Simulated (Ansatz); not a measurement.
# Ni (P6_3/mmc) in Ansatz: notebook

One crystal, Ni, is run at these levels: PBE0; tasks: single point, equation of state.

All numbers are computed with Ansatz 0.2.0; they aren't measurements. Logs are shortened: lines on timing, memory, paths and dates and some standing lists are left out, and cuts for length are marked.

## 1. Starting point

The structure is hexagonal, space group P6_3/mmc (No. 194). Conventional cell: a = 2.448 Å, b = 2.448 Å, c = 4.073 Å, α = 90.00°, β = 90.00°, γ = 120.00°. Ni (site symmetry -6m2) has 12 Ni at 2.45 to 2.48 Å as nearest neighbours.

This isn't the form of Ni at room conditions, which is fcc.

## 2. Single point, PBE0, collinear spin, ferromagnetic start, 9.93 Å³/atom (volume scaled by 0.94)

Contents of input.yaml:

```yaml
crystal:
  lattice:
    - [2.3980492245, 0.0, 0.0]
    - [-1.1990246123, 2.076771548, 0.0]
    - [0.0, 0.0, 3.989665719]
  atoms:
    - { symbol: Ni, position: [0.6666666667, 0.3333333333, 0.75], spin: 1.0 }
    - { symbol: Ni, position: [0.3333333333, 0.6666666667, 0.25], spin: 1.0 }
hamiltonian:
  xc: pbe0
  pseudopotentials: { kind: paw }
magnetization:
  spin_polarized: true
kpoints:
  mp_grid: { grid: [6, 6, 4] }
scf:
  occupations: { method: fermi_dirac, width: 0.05 }
output:
  forces: true
  stress: true
  eigenvalues: true
```

Potentials or basis: Ansatz PAW.

On the command line:

```console
> ansatz run input.yaml --threads 2 --pin off --max-ram 5632MiB --backend cpu --events-out ev --progress --plain --runs-dir out
```

The log of the run:

```text
[... 2 lines left out ...]
Warning: RAYON_NUM_THREADS=2 ignored (pool sized by the plan → 2); use --threads N
Engine: ansatz 0.2.0, aarch64-unknown-linux-gnu
Pseudopotentials: kind: paw
Pseudopotential: Ni, paw, valence charge 18, recommended cutoff 420 eV (normal), Ni.paw.azcp
Functional definition: PBE0
  parameter a = 0.25
  parameter kappa = 0.804
  parameter beta = 0.06672455060314922
  exchange = (1 - a)*pbe_x(kappa = kappa, mu = beta*pi^2/3) + a*exact_x
  correlation = pbe_c(beta = beta)
Crystal: 2 atoms, lattice volume = 19.869 Å³
Basis set: ecut = 420 eV, 379 PW (Γ), exchange–correlation on 36×36×54 points (8 copies of the dense FFT grid, shifted against one another)
Bands: 23, of which v1, the nominal top of the filled ones, is band 18 counted from 1 (17 counted from 0)
Symmetry: 24 space group operations
Space group: P63/mmc (ITA 194), of the structure as read, at distance tolerance 2.7e-5 Å
Magnetic group: BNS 194.263 (UNI 1493), of the structure as read, at distance tolerance 2.7e-5 Å
k-points: 21 of 144
Non-local potential: Ni, projectors of the file, l = 0: 3, l = 1: 2, l = 2: 3, l = 3: 1
PAW form: soft (Blöchl's): semilocal exchange-correlation on the pseudo side does not see the compensation charge
PAW frozen core: Ni, regenerated for the run's functional, and the local potential with it (the file was generated under x = pbe(κ = 0.804, μ = 0.2195149727645171), c = pbe(β = 0.06672455060314922))
PAW one-centre angular grid: Ni, 590 points (default); XC on 64 Gauss nodes
Initial density: superposition of atomic densities (chi_scale 0.1, normalization cell)
Starting moments: Σ|m| = 2 μB on 2 of 2 sites
Initial wavefunctions: pseudopotential atomic-orbital guess
Functional: x = pbe(κ = 0.804, μ = 0.2195149727645171), c = pbe(β = 0.06672455060314922), warm-up for x = 0.75 pbe(κ = 0.804, μ = 0.2195149727645171) + 0.25 exact, c = pbe(β = 0.06672455060314922)
iter 1 solved again at ethr=3.07e-5 eV; its pass at ethr=1.00e-1 eV (dr2=1.11e-2 eV) is discarded
SCF iter   1: F=—  HF=-11679.243495 eV  |F-HF|=—  |Δ(HF+E_count)|=         —  Δρ=2.90e-2 (↑2.37e-2 ↓2.90e-2)  dr2=1.31e-2  dr2_m=1.20e-1  M=1.360 μB ∫|m|=1.442 μB  β_m=0.30  ethr=3.07e-5  ⟨swp⟩=7.0  Hψ=6783  notcnv=0
preconditioner: auto → none  [metal: Δε(μ)=0.004 eV  Ē_g=10.978 eV  σ=0.050 eV  W_gap=0.02  n_scr=2 (ndim 8)  ℏωp=37.3 eV  f_vac=0.000  D(μ)=2.82/eV (n_scr^D=36)  sad-step TF]
SCF iter   2: F=—  HF=-11679.268048 eV  |F-HF|=—  |Δ(HF+E_count)|=   2.46e-2  Δρ=2.23e-2 (↑1.47e-2 ↓2.23e-2)  dr2=1.40e-2  dr2_m=5.72e-2  M=1.356 μB ∫|m|=1.452 μB  β_m=0.30  ethr=3.07e-5  ⟨swp⟩=3.0  Hψ=2106  notcnv=0
SCF iter   3: F=—  HF=-11679.281055 eV  |F-HF|=—  |Δ(HF+E_count)|=   1.30e-2  Δρ=1.53e-2 (↑1.05e-2 ↓1.53e-2)  dr2=5.94e-3  dr2_m=2.78e-2  M=1.350 μB ∫|m|=1.458 μB  β_m=0.30  ethr=3.07e-5  ⟨swp⟩=2.0  Hψ=1929  notcnv=0
SCF iter   4: F=—  HF=-11679.291575 eV  |F-HF|=—  |Δ(HF+E_count)|=   1.05e-2  Δρ=1.00e-2 (↑7.92e-3 ↓1.00e-2)  dr2=9.36e-4  dr2_m=1.45e-2  M=1.341 μB ∫|m|=1.459 μB  β_m=0.30  ethr=1.65e-5  ⟨swp⟩=3.0  Hψ=2427  notcnv=0
SCF iter   5: F=—  HF=-11679.295974 eV  |F-HF|=—  |Δ(HF+E_count)|=   4.40e-3  Δρ=7.46e-3 (↑5.54e-3 ↓7.46e-3)  dr2=7.21e-4  dr2_m=7.53e-3  M=1.334 μB ∫|m|=1.461 μB  β_m=0.30  ethr=2.60e-6  ⟨swp⟩=2.3  Hψ=1771  notcnv=0
SCF iter   6: F=—  HF=-11679.298376 eV  |F-HF|=—  |Δ(HF+E_count)|=   2.40e-3  Δρ=5.53e-3 (↑3.98e-3 ↓5.53e-3)  dr2=4.67e-4  dr2_m=4.01e-3  M=1.328 μB ∫|m|=1.461 μB  β_m=0.30  ethr=2.00e-6  ⟨swp⟩=2.0  Hψ=1759  notcnv=0
SCF iter   7: F=—  HF=-11679.299947 eV  |F-HF|=—  |Δ(HF+E_count)|=   1.57e-3  Δρ=4.57e-3 (↑2.76e-3 ↓4.57e-3)  dr2=6.50e-4  dr2_m=2.29e-3  M=1.321 μB ∫|m|=1.460 μB  β_m=0.30  ethr=1.30e-6  ⟨swp⟩=2.4  Hψ=1784  notcnv=0
SCF iter   8: F=—  HF=-11679.300771 eV  |F-HF|=—  |Δ(HF+E_count)|=   8.24e-4  Δρ=3.09e-3 (↑2.24e-3 ↓3.09e-3)  dr2=1.36e-4  dr2_m=1.25e-3  M=1.317 μB ∫|m|=1.460 μB  β_m=0.30  ethr=1.30e-6  ⟨swp⟩=2.0  Hψ=1756  notcnv=0
Mixer restart at iter 8: flushing history
spin-set hold released at iteration 8 (site moments contracting): the magnetisation degrees of freedom join the quasi-Newton model from the next iteration; the mixer history was flushed
[... 1 line left out ...]
[... 164 lines left out ...]
[... 4 lines left out ...]
SCF iter   7: F=—  HF=-11675.129520 eV  |F-HF|=—  |Δ(HF+E_count)|=   8.68e-9  Δρ=1.03e-6 (↑1.49e-7 ↓1.03e-6)  dr2=2.20e-10  dr2_m=5.75e-11  M=1.431 μB ∫|m|=1.976 μB  β_m=0.83  ethr=1.00e-12  ⟨swp⟩=2.5  Hψ=1784  notcnv=0
SCF iter   8: F=—  HF=-11675.129520 eV  |F-HF|=—  |Δ(HF+E_count)|=  3.64e-12  Δρ=3.11e-8 (↑1.14e-8 ↓3.11e-8)  dr2=1.76e-10  dr2_m=6.56e-14  M=1.431 μB ∫|m|=1.976 μB  β_m=0.89  ethr=1.00e-12  ⟨swp⟩=2.0  Hψ=1732  notcnv=0
Mixer restart at iter 8: flushing history
SCF iter   9: F=—  HF=-11675.129520 eV  |F-HF|=—  |Δ(HF+E_count)|=   7.32e-9  Δρ=6.93e-7 (↑8.32e-8 ↓6.93e-7)  dr2=1.04e-10  dr2_m=2.54e-11  M=1.431 μB ∫|m|=1.976 μB  β_m=0.89  ethr=1.00e-12  ⟨swp⟩=2.0  Hψ=1735  notcnv=0
SCF iter  10: F=—  HF=-11675.129520 eV  |F-HF|=—  |Δ(HF+E_count)|=   3.37e-9  Δρ=5.30e-7 (↑9.28e-8 ↓5.30e-7)  dr2=4.75e-11  dr2_m=1.62e-11  M=1.431 μB ∫|m|=1.976 μB  β_m=0.95  ethr=1.00e-12  ⟨swp⟩=2.0  Hψ=1733  notcnv=0
SCF iter  11: F=-11675.129520 eV  HF=-11675.129520 eV  |F-HF|=1.09e-11  |Δ(HF+E_count)|=   1.11e-8  Δρ=1.66e-7 (↑1.39e-7 ↓1.66e-7)  dr2=9.28e-12  dr2_m=6.78e-14  M=1.431 μB ∫|m|=1.976 μB  ethr=1.00e-12  ⟨swp⟩=2.5  Hψ=1799  notcnv=0
SCF 14 converged in 11 iterations: F = -11675.129520 eV  dr2 = 9.28e-12
  Residual-converged pass: ⟨swp⟩=4.3  Hψ=3224  notcnv=0  max |occ|·‖R‖ = 9.9e-9 eV (tolerance 1.0e-8 eV)  dr2=1.02e-11  dr2_m=6.12e-14  dr2_onsite=4.06e-12  max |Δocc| = 7.3e-15
hybrid outer 5: dexx = +1.234e-8 eV, tail = 1.04e-8 eV, Δε = 1.46e-4 eV (about 5.96e-4 eV left of the loop's levels)
Frozen-core exchange: fock
[... 4 lines left out ...]
SCF 15 converged in 4 iterations: F = -11675.129520 eV  dr2 = 1.22e-11
  Residual-converged pass: ⟨swp⟩=4.0  Hψ=3117  notcnv=0  max |occ|·‖R‖ = 9.9e-9 eV (tolerance 1.0e-8 eV)  dr2=1.32e-11  dr2_m=8.78e-14  dr2_onsite=3.15e-12  max |Δocc| = 1.3e-15
hybrid outer 6: dexx = +3.457e-10 eV, tail = 1.59e-9 eV, Δε = 2.36e-5 eV (about 1.23e-4 eV left of the loop's levels), ΔF = 4.63e-17 eV/Å (tail 2.83e-3)
at 6 of the mixer's solves, all of them in the SCFs whose states led to this one, it left a direction of its history that read negative out of its fit and stepped the other way along it
this state was not tested for a lower state beside it, because the functional holds exact exchange (a hybrid, or Hartree-Fock), whose exchange loop this test does not read (fock_operator); the stability check (scf.self_checks: high) cannot read this state: a pseudopotential is PAW: the check reads norm-conserving sets alone
hybrid SCF converged: 6 outer / 46 inner (+0 warm-up), last move |dexx| = 3.46e-10 eV, tail = 1.59e-9 eV
Magnetization: 1.4307 μB (18.7154 up, 17.2846 down)
Absolute magnetization: 1.9777 μB (∫|ρ↑−ρ↓|, with the PAW one-centre terms)
Spin contamination: 0.0727 ħ² per cell (⟨S²⟩ above its minimum at these occupations)
Per-site moments (μB) at R_I (Å): [(0.8204499030386944, 0.9891953051199267), (0.8204499030386945, 0.9891953051199267)]
Free energy (F): -11675.129520 eV
Frozen-core exchange: fock
Harris-Foulkes:  -11675.129520 eV  (|F-HF|=1.27e-11)
Internal energy: -11675.126611 eV  (E = F + TS)
E sigma→0 (E₀):  -11675.128065 eV
Entropy (-TS):   -0.002910 eV (-1.455 meV/atom)
Fermi energy:    19.906950 eV
--- Per-component energies (eV) ---
  E_band       = -622.462018
  E_kinetic    = 572.122957
  E_local      = -6600.995232  (includes V_loc(G=0)·N_el)
  E_nonlocal   = 1283.669880
  E_hartree    = 2775.626975
  E_xc         = -132.254237
  E_vxc        = -170.351317  (∫ρ·V_xc dr)
  E_exx        = -206.133420  (= α·E_x^exact, valence–valence)
  E_paw        = -3098.891857  (= ΣΔE_a)
  E_vpaw       = -845.896950  (= ΣTr[D̂ρ^β])
  E_aug_tail   = 0.001185  (compensation charges beyond the density's cutoff)
  E_ewald      = -6267.824446
  E_core_change = -0.448415  (= ΣΔE_core)
  E_smearing   = -0.002910  (= −TS)
  E_closure    = -0.000000  (closes the sum)
  Σ components = -11675.129520   (vs F -11675.129520, Δ=0.00e0)
--- Forces (eV/Å), atoms counted from 1 ---
  atom   1  Ni    -0.00000000    -0.00000000     0.00000000
  atom   2  Ni    -0.00000000     0.00000000     0.00000000
  max |Σ_I F_I| component: 5.09e-17 eV/Å
--- Stress (GPa, compression-positive) ---
       17.190137       0.000000       0.000000
       -0.000000      17.190137       0.000000
        0.000000       0.000000      10.255830
  P = ⅓ Tr σ = 14.8787 GPa (148.787 kbar)
--- Band table (eV; the first three rows and the last of 42) ---
  k-point 0 ↑: bands = ["-90.4402", "-90.3890", "-49.5593", "-49.2385", "-49.0230", "-49.0230", "-48.9720", "-48.9720", "8.9497", "12.6243", "15.0608", "15.3925", "15.3925", "15.7058", "15.7058", "15.9170", "15.9170", "17.1457", "17.1457", "19.1150", "27.1947", "45.1609", "47.6615"]
  k-point 1 ↑: bands = ["-90.4327", "-90.3966", "-49.5119", "-49.2855", "-49.0156", "-49.0156", "-48.9795", "-48.9795", "9.6543", "12.5398", "14.9339", "15.2720", "15.2720", "15.5538", "15.5538", "16.2586", "16.2586", "16.8359", "17.0712", "17.0712", "30.5465", "43.0253", "45.4495"]
  k-point 2 ↑: bands = ["-90.4147", "-90.4147", "-49.3984", "-49.3984", "-48.9972", "-48.9972", "-48.9972", "-48.9972", "11.4321", "11.4321", "14.9561", "14.9561", "15.3136", "15.3136", "15.3136", "15.3136", "16.7588", "16.7588", "16.7588", "16.7588", "36.5787", "36.5787", "45.9516"]
  k-point 20 ↓: bands = ["-88.9345", "-88.9345", "-47.8184", "-47.8184", "-47.7506", "-47.7506", "-47.5901", "-47.5901", "15.3752", "15.3752", "15.4464", "15.4464", "16.2292", "16.2292", "17.9207", "17.9207", "20.3474", "20.3474", "27.4460", "27.4460", "29.2994", "29.2994", "31.9206"]
```

Run time: 62 s. Hardware: 2 threads of Arm Neoverse V1, shared host; peak memory 0.61 GiB.

Results:

* Free energy: -11675.1295 eV
* Pressure: 14.9 GPa
* Band gap on the k mesh: none (metal or under the smearing width)
* Net moment: 1.43 μB per cell
* Absolute moment: 1.98 μB per cell
* Site moments: Ni +0.82 μB

Caveat: the k mesh is coarse (spacing up to 0.50 Å⁻¹), so the values aren't converged, least of all with exact exchange; the magnetic or orbital state may not be the lowest; the pressure holds a Pulay correction of +0.5 GPa for the finite cutoff; the PAW data sets come from PBE, with cores solved anew for the run's functional, which leaves a small shift of forces and pressure; the thresholds are loose for stress.

## 3. Single point, PBE0, collinear spin, ferromagnetic start, 10.15 Å³/atom (volume scaled by 0.96)

input.yaml: that of step 2 with these lines changed.

```diff
@@ -2,5 +2,5 @@
   lattice:
-    - [2.3980492245, 0.0, 0.0]
-    - [-1.1990246123, 2.076771548, 0.0]
-    - [0.0, 0.0, 3.989665719]
+    - [2.4149374515, 0.0, 0.0]
+    - [-1.2074687258, 2.0913971816, 0.0]
+    - [0.0, 0.0, 4.0177628822]
   atoms:
```

Potentials or basis: Ansatz PAW.

On the command line:

```console
> ansatz run input.yaml --threads 2 --pin off --max-ram 5632MiB --backend cpu --events-out ev --progress --plain --runs-dir out
```

Run time: 40 s. Hardware: 2 threads of Arm Neoverse V1, shared host; peak memory 0.59 GiB.

Results (log left out):

```yaml
Free_energy: -11675.1613 eV
Pressure: 9.2 GPa
Band_gap_on_the_k_mesh: none (metal or under the smearing width)
Net_moment: 1.43 μB per cell
Absolute_moment: 1.99 μB per cell
Site_moments: Ni +0.82 μB
```

Caveat: the k mesh is coarse (spacing up to 0.50 Å⁻¹), so the values aren't converged, least of all with exact exchange; the magnetic or orbital state may not be the lowest; the pressure holds a Pulay correction of +0.5 GPa for the finite cutoff; the PAW data sets come from PBE, with cores solved anew for the run's functional, which leaves a small shift of forces and pressure; the thresholds are loose for stress.

## 4. Single point, PBE0, collinear spin, ferromagnetic start, 10.36 Å³/atom (volume scaled by 0.98)

input.yaml: that of step 3 with these lines changed.

```diff
@@ -2,5 +2,5 @@
   lattice:
-    - [2.4149374515, 0.0, 0.0]
-    - [-1.2074687258, 2.0913971816, 0.0]
-    - [0.0, 0.0, 4.0177628822]
+    - [2.4315927189, 0.0, 0.0]
+    - [-1.2157963594, 2.1058210663, 0.0]
+    - [0.0, 0.0, 4.0454724674]
   atoms:
```

On the command line:

```console
> ansatz run input.yaml --threads 2 --pin off --max-ram 5632MiB --backend cpu --events-out ev --progress --plain --runs-dir out
```

Wall time 41 s (2 threads of Arm Neoverse V1, shared host); peak memory 0.61 GiB.

Results (log left out):

| Quantity | Value |
| --- | --- |
| Free energy | -11675.1791 eV |
| Pressure | 4.2 GPa |
| Band gap on the k mesh | none (metal or under the smearing width) |
| Net moment | 1.43 μB per cell |
| Absolute moment | 2.01 μB per cell |
| Site moments | Ni +0.83 μB |

Caveat: the k mesh is coarse (spacing up to 0.50 Å⁻¹), so the values aren't converged, least of all with exact exchange; the magnetic or orbital state may not be the lowest; the pressure holds a Pulay correction of +0.5 GPa for the finite cutoff; the PAW data sets come from PBE, with cores solved anew for the run's functional, which leaves a small shift of forces and pressure; the thresholds are loose for stress.

## 5. Single point, PBE0, collinear spin, ferromagnetic start, 10.57 Å³/atom

input.yaml: that of step 4 with these lines changed.

```diff
@@ -2,5 +2,5 @@
   lattice:
-    - [2.4315927189, 0.0, 0.0]
-    - [-1.2157963594, 2.1058210663, 0.0]
-    - [0.0, 0.0, 4.0454724674]
+    - [2.4480228978, 0.0, 0.0]
+    - [-1.2240114489, 2.1200500186, 0.0]
+    - [0.0, 0.0, 4.07280757]
   atoms:
@@ -21 +21,5 @@
   eigenvalues: true
+  write_density: true
+  write_potential: true
+  elf: true
+  volumetric_format: npy
```

On the command line:

```console
> ansatz run input.yaml --threads 2 --pin off --max-ram 5632MiB --backend cpu --events-out ev --progress --plain --runs-dir out
```

Wall time 40 s (2 threads of Arm Neoverse V1, shared host); peak memory 0.62 GiB.

It converged, with:

```yaml
Free_energy: -11675.1844 eV
Pressure: -0.2 GPa
Band_gap_on_the_k_mesh: none (metal or under the smearing width)
Net_moment: 1.43 μB per cell
Absolute_moment: 2.02 μB per cell
Site_moments: Ni +0.83 μB
```

Caveat: the k mesh is coarse (spacing up to 0.49 Å⁻¹), so the values aren't converged, least of all with exact exchange; the magnetic or orbital state may not be the lowest; the pressure holds a Pulay correction of +0.5 GPa for the finite cutoff; the PAW data sets come from PBE, with cores solved anew for the run's functional, which leaves a small shift of forces and pressure; the thresholds are loose for stress.

## 6. Single point, PBE0, collinear spin, ferromagnetic start, 10.78 Å³/atom (volume scaled by 1.02)

input.yaml: that of step 5 with these lines changed.

```diff
@@ -2,5 +2,5 @@
   lattice:
-    - [2.4480228978, 0.0, 0.0]
-    - [-1.2240114489, 2.1200500186, 0.0]
-    - [0.0, 0.0, 4.07280757]
+    - [2.4642354424, 0.0, 0.0]
+    - [-1.2321177212, 2.1340904941, 0.0]
+    - [0.0, 0.0, 4.0997805916]
   atoms:
```

Potentials or basis: Ansatz PAW.

On the command line:

```console
> ansatz run input.yaml --threads 2 --pin off --max-ram 5632MiB --backend cpu --events-out ev --progress --plain --runs-dir out
```

Run time: 40 s. Hardware: 2 threads of Arm Neoverse V1, shared host; peak memory 0.66 GiB.

It converged, with:

```
Free energy            : -11675.1786 eV
Pressure               : -4.1 GPa
Band gap on the k mesh : none (metal or under the smearing width)
Net moment             : 1.44 μB per cell
Absolute moment        : 2.04 μB per cell
Site moments           : Ni +0.83 μB
```

Caveat: the k mesh is coarse (spacing up to 0.49 Å⁻¹), so the values aren't converged, least of all with exact exchange; the magnetic or orbital state may not be the lowest; the pressure holds a Pulay correction of +0.5 GPa for the finite cutoff; the PAW data sets come from PBE, with cores solved anew for the run's functional, which leaves a small shift of forces and pressure; the thresholds are loose for stress.

## 7. Single point, PBE0, collinear spin, ferromagnetic start, 10.99 Å³/atom (volume scaled by 1.04)

input.yaml: that of step 6 with these lines changed.

```diff
@@ -2,5 +2,5 @@
   lattice:
-    - [2.4642354424, 0.0, 0.0]
-    - [-1.2321177212, 2.1340904941, 0.0]
-    - [0.0, 0.0, 4.0997805916]
+    - [2.4802374197, 0.0, 0.0]
+    - [-1.2401187098, 2.1479486129, 0.0]
+    - [0.0, 0.0, 4.1264032895]
   atoms:
@@ -21,5 +21 @@
   eigenvalues: true
-  write_density: true
-  write_potential: true
-  elf: true
-  volumetric_format: npy
```

On the command line:

```console
> ansatz run input.yaml --threads 2 --pin off --max-ram 5632MiB --backend cpu --events-out ev --progress --plain --runs-dir out
```

Wall time 49 s (2 threads of Arm Neoverse V1, shared host); peak memory 0.63 GiB.

It converged, with:

```yaml
Free_energy: -11675.1744 eV
Pressure: -7.1 GPa
Band_gap_on_the_k_mesh: none (metal or under the smearing width)
Net_moment: 1.53 μB per cell
Absolute_moment: 2.12 μB per cell
Site_moments: Ni +0.88 μB
```

Caveat: the k mesh is coarse (spacing up to 0.49 Å⁻¹), so the values aren't converged, least of all with exact exchange; the magnetic or orbital state may not be the lowest; the pressure holds a Pulay correction of +0.4 GPa for the finite cutoff; the PAW data sets come from PBE, with cores solved anew for the run's functional, which leaves a small shift of forces and pressure; the thresholds are loose for stress.

## 8. Single point, PBE0, collinear spin, ferromagnetic start, 11.20 Å³/atom (volume scaled by 1.06)

input.yaml: that of step 7 with these lines changed.

```diff
@@ -2,5 +2,5 @@
   lattice:
-    - [2.4802374197, 0.0, 0.0]
-    - [-1.2401187098, 2.1479486129, 0.0]
-    - [0.0, 0.0, 4.1264032895]
+    - [2.4960355362, 0.0, 0.0]
+    - [-1.2480177681, 2.1616301831, 0.0]
+    - [0.0, 0.0, 4.1526868216]
   atoms:
```

On the command line:

```console
> ansatz run input.yaml --threads 2 --pin off --max-ram 5632MiB --backend cpu --events-out ev --progress --plain --runs-dir out
```

It took 49 s on 2 threads of Arm Neoverse V1, shared host; peak memory 0.64 GiB.

Results (log left out):

* Free energy: -11675.1515 eV
* Pressure: -10.2 GPa
* Band gap on the k mesh: none (metal or under the smearing width)
* Net moment: 1.53 μB per cell
* Absolute moment: 2.13 μB per cell
* Site moments: Ni +0.88 μB

Caveat: the k mesh is coarse (spacing up to 0.48 Å⁻¹), so the values aren't converged, least of all with exact exchange; the magnetic or orbital state may not be the lowest; the pressure holds a Pulay correction of +0.4 GPa for the finite cutoff; the PAW data sets come from PBE, with cores solved anew for the run's functional, which leaves a small shift of forces and pressure; the thresholds are loose for stress.

## 9. Equation of state, PBE0, collinear spin, ferromagnetic start

Potentials or basis: Ansatz PAW.

No new run: the results of the series are fitted here.

Results:

- Equilibrium volume: 10.60 Å³/atom (rough: see the caveat)
- Bulk modulus at fixed shape and positions: 176 GPa (rough)

Energy against volume, from the lowest point:
| volume (Å³/atom) | energy (meV/atom) |
| --- | --- |
| 9.935 | 27.45 |
| 10.146 | 11.55 |
| 10.357 | 2.69 |
| 10.569 | 0.00 |
| 10.780 | 2.92 |
| 10.992 | 5.03 |
| 11.203 | 16.48 |

Caveat: the k mesh is coarse (spacing up to 0.49 Å⁻¹), so the values aren't converged, least of all with exact exchange; the magnetic or orbital state may not be the lowest; the fit is doubtful: noisy points or a state that changes with volume; the cell was scaled at fixed shape and fractional positions, which overstates the stiffness of a crystal with free parameters, most of all of layers and chains; the PAW data sets were made with another functional, which shifts forces and pressure a little.
